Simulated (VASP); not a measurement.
SiO2:

```xyz
6
Lattice="4.1923 0.0000 0.0000 0.0000 4.1923 0.0000 0.0000 0.0000 2.6825" Properties=species:S:1:pos:R:3 pbc="T T T"
Si    0.0000    0.0000    0.0000
Si    2.0961    2.0961    1.3413
O     1.2822    1.2822    0.0000
O     0.8140    3.3783    1.3413
O     2.9101    2.9101    2.6825
O     3.3783    0.8140    1.3413
```

Base run:

* Program: VASP 6.6.1
* Functional: TB-mBJ
* Potentials or basis: VASP PAW PBE potentials, release 64 (Si, O)
* Cutoff: 520 eV
* k mesh: 6 × 6 × 8
* Occupations: gaussian, width 0.02 eV
* Spin: no spin polarisation

Its results: band gap on the k mesh 6.83 eV, direct.

**Question.** The run is repeated on the same cell with these changes: functional from TB-mBJ to PBEsol. What comes out?

**Answer.** Band gap on the k mesh 5.34 eV, direct.

Not every run made on this cell is shown here.
